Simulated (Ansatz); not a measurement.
# Zr: response to strain

Aim: deform Zr (zz strain of -1 %) and compute stress, forces and field gradients with LAPW, PAW and all-electron datasets made for the crystal.

Computed with Ansatz 0.2.0 (DFT PBE, scalar-relativistic, unless a step's input says otherwise).

## Step 1: Starting point

Symmetry: P6_3/mmc, No. 194, hexagonal system. The conventional cell has a = 3.232 Å, b = 3.232 Å, c = 5.147 Å, α = 90.00°, β = 90.00°, γ = 120.00°. Zr (site symmetry -6m2) is surrounded by 12 Zr at 3.18 to 3.23 Å.

Coordinates:

```cif
data_structure
_symmetry_space_group_name_H-M 'P 1'
_symmetry_Int_Tables_number 1
_cell_length_a 3.2320
_cell_length_b 3.2320
_cell_length_c 5.1470
_cell_angle_alpha 90.000
_cell_angle_beta 90.000
_cell_angle_gamma 120.000
_cell_volume 46.56
loop_
_atom_site_label
_atom_site_type_symbol
_atom_site_fract_x
_atom_site_fract_y
_atom_site_fract_z
_atom_site_occupancy
Zr1 Zr 0.33333 0.66667 0.25000 1
Zr2 Zr 0.66667 0.33333 0.75000 1
```

Atoms are numbered in the order of the input: Zr1, Zr2.

## Step 2: After the deformation

Space group P6_3/mmc before, P6_3/mmc after.

## Step 3: LAPW, all electrons

Input file input.yaml:

```yaml
crystal:
  lattice:
    - [3.2319982225, 0.0, 0.0]
    - [-1.6159991112, 2.7989925656, 0.0]
    - [0.0, 0.0, 5.09553]
  atoms:
    - { symbol: Zr, position: [0.3333333333, 0.6666666667, 0.25] }
    - { symbol: Zr, position: [0.6666666667, 0.3333333333, 0.75] }
kpoints:
  mp_grid: { grid: [13, 13, 7] }
  band_path:
    path:
      - [0.0, 0.0, 0.0]
      - [0.5, 0.0, 0.0]
      - [0.3333333333, 0.3333333333, 0.0]
      - [0.0, 0.0, 0.0]
      - [0.0, 0.0, 0.5]
      - [0.5, 0.0, 0.5]
      - [0.3333333333, 0.3333333333, 0.5]
      - [0.0, 0.0, 0.5]
      - [0.5, 0.0, 0.5]
    npoints: 5
scf:
  occupations: { method: fermi_dirac, width: 0.08 }
hamiltonian:
  xc: pbe
  pseudopotentials: { kind: all_electron, lapw: { basis_error: 0.001 } }
output:
  forces: true
  stress: true
  eigenvalues: true
```

Started as:

```console
ansatz run input.yaml --threads 1 --pin off --max-ram 3072MiB --backend cpu --events-out ev --progress --plain --runs-dir out
```

## Step 4: PAW with frozen cores

Input file input.yaml:

```yaml
crystal:
  lattice:
    - [3.2319982225, 0.0, 0.0]
    - [-1.6159991112, 2.7989925656, 0.0]
    - [0.0, 0.0, 5.09553]
  atoms:
    - { symbol: Zr, position: [0.3333333333, 0.6666666667, 0.25] }
    - { symbol: Zr, position: [0.6666666667, 0.3333333333, 0.75] }
kpoints:
  mp_grid: { grid: [13, 13, 7] }
scf:
  occupations: { method: fermi_dirac, width: 0.08 }
hamiltonian:
  xc: pbe
  pseudopotentials: { kind: paw }
output:
  forces: true
  stress: true
  eigenvalues: true
  efg: { contact_densities: true }
```

## Step 5: Datasets made for this crystal

input.yaml: that of step 4 with these lines changed.

```diff
@@ -14,3 +14,3 @@
   xc: pbe
-  pseudopotentials: { kind: paw }
+  pseudopotentials: { kind: all_electron, datasets: crystal }
 output:
```

(Steps that only read results are left out.)

**Question.** What will these runs give? Wanted: pressure; largest shear or deviatoric stress.

The runs gave:

| quantity | value |
| --- | --- |
| pressure | LAPW 1.54, PAW 1.52, crystal datasets 1.54 GPa |
| largest shear or deviatoric stress (LAPW) | 1.13 GPa |

In words: The largest part of the stress beyond the pressure is 1.13 GPa in size, in the zz component; the atoms are carried along and not relaxed. No run of the undeformed cell stands beside it, so the pressure holds what the given cell had before the change. PAW: stress within 0.02 GPa of LAPW. Crystal datasets: stress within 0.01 GPa of LAPW.
